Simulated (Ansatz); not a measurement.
A run of Ansatz 0.2.0 is set up as follows.

input.yaml

```yaml
crystal:
  lattice:
    - [3.18, 0.0, 0.0]
    - [-1.59, 2.753960784, 0.0]
    - [0.0, 0.0, 5.166]
  atoms:
    - { symbol: Ga, position: [0.6666666667, 0.3333333333, 0.5] }
    - { symbol: Ga, position: [0.3333333333, 0.6666666667, 0.0] }
    - { symbol: "N", position: [0.6666666667, 0.3333333333, 0.875] }
    - { symbol: "N", position: [0.3333333333, 0.6666666667, 0.375] }
kpoints:
  mp_grid: { grid: [10, 10, 5] }
scf:
  occupations: { method: fermi_dirac, width: 0.05 }
hamiltonian:
  xc: pbesol
  pseudopotentials: { kind: all_electron, lapw: { basis_error: 0.002 } }
output:
  forces: true
  stress: true
relax:
  f_tol: 0.01
  max_steps: 60
  cell: {}
```

Potentials or basis: all-electron LAPW, scalar-relativistic.

Command:

```console
$ ansatz run input.yaml --threads 2 --pin off --max-ram 8192MiB --backend cpu --events-out ev --progress --plain --runs-dir out
```

Question: Predict the relaxed volume.

Answer: 11.37 Å³/atom.

Question: What does it give for the space group after relaxing (to 0.05 Å)?

Answer: P6_3mc (No. 186).

Question: What does it give for the band gap on the k mesh?

Answer: 1.89 eV.

Final structure:
```yaml
crystal:
  lattice:
    - [3.18249, 0.00000, 0.00000]
    - [-1.59124, 2.75612, 0.00000]
    - [0.00000, 0.00000, 5.18521]
  atoms:
    - { symbol: Ga, position: [0.66667, 0.33333, 0.49919] }
    - { symbol: Ga, position: [0.33333, 0.66667, 0.99919] }
    - { symbol: N, position: [0.66667, 0.33333, 0.87581] }
    - { symbol: N, position: [0.33333, 0.66667, 0.37581] }
```

Caveat: an odd mesh through Γ misses points on the zone boundary, where band edges often lie. Zero-point motion and thermal expansion aren't in these numbers.
